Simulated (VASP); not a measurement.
# How biaxial strain in the (001) plane changes GaP (F-43m), part 2 of 2

How do the elastic response and the band edges of GaP follow biaxial strain in the (001) plane?

VASP 6.6.1, plane waves and PAW; the level of theory is named at each step.

So far: The starting structure; Relax the crystal, LDA; Strain along the normal, LDA; Band edges, HSE06; Band edges, LDA.

## 5. Band edges, LDA (continued)

Level of this step: LDA; plane waves and PAW (Ga_d, P); cell typed or built by script (VASP).

OUTCAR, selected parts (step 5):

```text
  Total       -0.3666025     -0.3666025     -0.0102983      0.0000000      0.0000000      0.0000000
  in kB      -14.8236036    -14.8236036     -0.4164146      0.0000000      0.0000000      0.0000000
  external PRESSURE =     -10.0212073 kB  Pullay stress =       0.0000000 kB

  FREE ENERGIE OF THE ION-ELECTRON SYSTEM (eV)
  ---------------------------------------------------
  free  energy   TOTEN  =       -10.4469698153 eV

  energy  without entropy=      -10.4469698153  energy(sigma->0) =      -10.44696982

[... 2 parts as in an earlier step ...]

[... 2 further parts left out ...]
[key lines of the parts left out:]
E-fermi :   4.9049
```

Numbers from this step:

| Item | Value |
| --- | --- |
| energy(sigma→0) of the program | -10.4470 eV |
| stress, compression positive | xx, yy, zz -1.48, -1.48, -0.04 GPa |

The run ends at a pressure of -1.00 GPa.

## 6. The whole series

LASPH is off in runs at LDA and on in runs at HSE06.

Hybrid runs start from orbitals of a short LDA run, not shown.

Runs beyond LDA use the data sets made with LDA; this shifts their levels slightly, and their total energies have another zero.

The other members went through these steps as far as the tables show, with the same cutoff and, step by step, the same mesh; 35 runs are not shown. The session took 2.9 core hours (wall time by ranks) on a shared machine.

| in-plane strain (%) | strain along the normal (%) | in-plane stress, tension positive (GPa) | energy above the unstrained row (meV/atom) | gap on the mesh, LDA (eV) |
| --- | --- | --- | --- | --- |
| -2.000 | 1.772 | -3.177 | 7.842 | 1.171 |
| -1.000 | 0.889 | -1.534 | 1.991 | 1.288 |
| -0.500 | 0.447 | -0.750 | 0.533 | 1.345 |
| 0 | 0.000 | 0.006 | 0.000 | 1.402 |
| 0.500 | -0.456 | 0.736 | 0.405 | 1.317 |
| 1.000 | -0.905 | 1.447 | 1.676 | 1.235 |
| 2.000 | -1.834 | 2.784 | 6.750 | 1.072 |

Slopes at zero strain, from cubics through all rows: strain ratio -0.898, stress over strain 149 GPa. For a cubic crystal strained in (001) the ratio is −2C₁₂/C₁₁.

Band edges at HSE06, counted from the valence-band top at Γ, with one row partly withheld:

| in-plane strain (%) | gap (eV) | conduction band at Γ (eV) | Δ or X valley along z (eV) | Δ or X valley along x (eV) | lowest conduction level at L, [111] (eV) | lowest conduction level at L, [-111] (eV) | second valence level below the top (eV) | third valence level below the top (eV) |
| --- | --- | --- | --- | --- | --- | --- | --- | --- |
| -2.000 | 1.985 | 3.226 | 2.306 | 1.981 | 2.591 | 2.591 | 0.000 | 0.248 |
| -1.000 | 2.105 | 3.172 | 2.267 | 2.101 | 2.626 | 2.626 | 0.000 | 0.119 |
| -0.500 | 2.164 | 3.142 | 2.245 | 2.159 | 2.634 | 2.634 | 0.000 | 0.059 |
| 0 | 2.221 | 3.111 | 2.217 | 2.217 | 2.637 | 2.637 | 0.000 | 0.000 |
| 0.500 | ? | 3.023 | ? | 2.217 | 2.578 | 2.578 | 0.057 | 0.057 |
| 1.000 | 2.055 | 2.935 | 2.053 | 2.219 | 2.516 | 2.516 | 0.111 | 0.111 |
| 2.000 | 1.891 | 2.763 | 1.891 | 2.229 | 2.385 | 2.385 | 0.215 | 0.215 |

Conduction masses, in electron masses:

| in-plane strain (%) | conduction mass at Γ, along the strain axis or the normal of the plane | conduction mass at Γ, across the strain axis or in the plane | L [111] mass, longitudinal | L [111] mass, transverse along [1-10] |
| --- | --- | --- | --- | --- |
| -2.000 | 0.148 | 0.152 | 1.636 | 0.164 |
| -1.000 | 0.147 | 0.149 | 1.677 | 0.151 |
| -0.500 | 0.145 | 0.146 | 1.685 | 0.146 |
| 0 | 0.144 | 0.144 | 1.699 | 0.142 |
| 0.500 | 0.143 | 0.142 | 1.692 | 0.137 |
| 1.000 | 0.142 | 0.140 | 1.666 | 0.134 |
| 2.000 | 0.139 | 0.136 | 1.612 | 0.127 |

Band edges at LDA, counted from the valence-band top at Γ:

| in-plane strain (%) | gap (eV) | conduction band at Γ (eV) | Δ or X valley along z (eV) | Δ or X valley along x (eV) | lowest conduction level at L, [111] (eV) | lowest conduction level at L, [-111] (eV) | second valence level below the top (eV) | third valence level below the top (eV) |
| --- | --- | --- | --- | --- | --- | --- | --- | --- |
| -2.000 | 1.155 | 2.007 | 1.487 | 1.155 | 1.571 | 1.571 | 0.000 | 0.237 |
| -1.000 | 1.271 | 1.959 | 1.435 | 1.270 | 1.603 | 1.603 | 0.000 | 0.114 |
| -0.500 | 1.328 | 1.932 | 1.410 | 1.327 | 1.611 | 1.611 | 0.000 | 0.056 |
| 0 | 1.384 | 1.905 | 1.383 | 1.383 | 1.615 | 1.615 | 0.000 | 0.000 |
| 0.500 | 1.302 | 1.823 | 1.301 | 1.385 | 1.560 | 1.560 | 0.054 | 0.054 |
| 1.000 | 1.221 | 1.741 | 1.221 | 1.388 | 1.503 | 1.503 | 0.106 | 0.106 |
| 2.000 | 1.062 | 1.582 | 1.062 | 1.398 | 1.383 | 1.383 | 0.205 | 0.205 |

Conduction masses, in electron masses:

| in-plane strain (%) | conduction mass at Γ, along the strain axis or the normal of the plane | conduction mass at Γ, across the strain axis or in the plane | L [111] mass, longitudinal | L [111] mass, transverse along [1-10] |
| --- | --- | --- | --- | --- |
| -2.000 | 0.125 | 0.124 | 1.801 | 0.150 |
| -1.000 | 0.120 | 0.120 | 1.796 | 0.140 |
| -0.500 | 0.118 | 0.118 | 1.830 | 0.136 |
| 0 | 0.116 | 0.116 | 1.831 | 0.132 |
| 0.500 | 0.113 | 0.114 | 1.839 | 0.129 |
| 1.000 | 0.111 | 0.112 | 1.793 | 0.125 |
| 2.000 | 0.104 | 0.107 | 1.740 | 0.120 |

## 7. A fit to the known rows

The quantity to fit is the splitting of the Δ or X valleys (z less x) at HSE06: 0.324, 0.166, 0.086, 0.000, -0.165, -0.338 eV in the rows shown.

Fitting a parabola to the 6 known rows (d: strain along the axis less the strain across it, in %) gives E = − 4.35e-4 d² + 0.08715 d + 0.002099 in eV; the residuals are 0.0012 eV r.m.s.

At d = -0.9556 this predicts -0.0816 eV.

## 8. The withheld row

The calculation gives -0.0828 eV, so the prediction is 0.0012 eV too high, within twice the residual of the fit.

The splitting is Ξu times d, with d as a fraction, so the linear term gives Ξu = 8.7 eV.

## 9. What came out

| Quantity | Value |
| --- | --- |
| ratio of normal to in-plane strain | -0.898 |
| biaxial modulus | 149 GPa |
| gap of the unstrained cell, HSE06 | 2.22 eV |
| gap of the unstrained cell, LDA | 1.38 eV |
| shear deformation potential Ξu of the Δ or X valleys | 8.7 eV |
| error of the predicted row | 1.2 meV |
| valence shear potential \|b\|, HSE06 | 2.02 eV |

**Reading.** As a check, the curvature of the energy gives 150 GPa for the same modulus (energy per volume = M × strain²), 0 % from the slope of the stress. At HSE06 the lowest conduction valley is Δ or X throughout, and the gap runs between 1.89 and 2.22 eV. At LDA the lowest conduction valley is Δ or X throughout, and the gap runs between 1.06 and 1.38 eV. Without spin-orbit coupling the three valence levels split by 3|b| times the difference of the strains; the rows within 1 % give |b| = 2.02 eV. Hole masses are left out throughout, since the top bands are degenerate or cross in many series; of conduction masses, those of the Γ, L and (for Si and Ge under (001) strain) Δ valleys are kept where they change by under an eighth between rows. HSE06 ran on a coarser mesh than the semilocal levels. Semilocal gaps are as a rule too small. Spin-orbit coupling is left out at HSE06 and LDA, so the valence splittings there lack it. Δ or X levels are the lowest on their line, refined by a parabola unless they lie at X; the gap is read from all points sampled and can differ from the lowest valley by some meV, or by tens of meV where strain moves the valence top off Γ. Temperature, zero-point motion and excitons are left out.

[Lines on the potential files, build, host, timing and source positions are cut from VASP's logs without a mark.]

[Logs are printed without paths, hosts, clocks, repeated set-up lines and the standing remarks that a program may print on its own settings, such as how far it seeks lower states.]

[Hosts, paths, dates, database ids (printed as entryN), source tags and the programs' standing remarks are cut or masked in the printed files.]

[In band tables of VASP the shares of atoms and orbitals are scaled to a sum of 1 inside the atoms' spheres.]
